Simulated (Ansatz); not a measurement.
# TiO2 and the effect of the Hubbard U on Ti d

The cell as given:

```
Ti O
1.0
    -1.89210    1.89210    4.75730
     1.89210   -1.89210    4.75730
     1.89210    1.89210   -4.75730
Ti O
2 4
Direct
  0.75000 0.25000 0.50000
  0.00000 0.00000 0.00000
  0.79190 0.79190 0.00000
  0.54190 0.04190 0.50000
  0.95810 0.45810 0.50000
  0.20810 0.20810 0.00000
```

Kept alike: task relaxation of cell and atoms; functional PBEsol; k mesh 10 × 10 × 10; occupations fermi-dirac, width 0.05 eV; no spin polarisation. Program: Ansatz, Ansatz PAW, cutoff 420 eV. The mesh is that of the run's cell of 6 atoms. No spin-orbit coupling.

| Hubbard U on Ti d, U (eV) | band gap (eV) | volume (Å³/atom) |
| --- | --- | --- |
| 0 | 2.122 | 11.312 |
| 1 | 2.235 | 11.362 |
| 2 | 2.360 | 11.414 |
| 3 | 2.491 | 11.469 |
| 4 | 2.631 | 11.525 |
| 5 | 2.782 | 11.584 |
| 6 | 2.944 | 11.647 |
| 8 | 3.313 | 11.779 |

U acts here on a shell without spin polarisation. Gaps hold for each row's own relaxed cell. The relaxations keep at least the cell's symmetry (I4_1/amd). Relaxations stop with a little pressure left, so the last digits of a volume or edge aren't settled. Ansatz's relaxations hold a Pulay term in the stress (up to 0.7 GPa here). How U acts hangs on the program's projectors. A gap read on the mesh alone can miss an edge between its points. All rows use potentials made for PBE. U is the effective U - J on orthogonalised atomic projectors. Double counting: fully localised limit (the default).

What does the Hubbard U on Ti d change here?

The band gap rises from 2.122 to 3.313 eV between 0 and 8 eV. U pushes filled shell states down and empty ones up. The mean slope is +0.15 eV per eV of U. The volume rises from 11.312 to 11.779 Å³/atom between 0 and 8 eV.
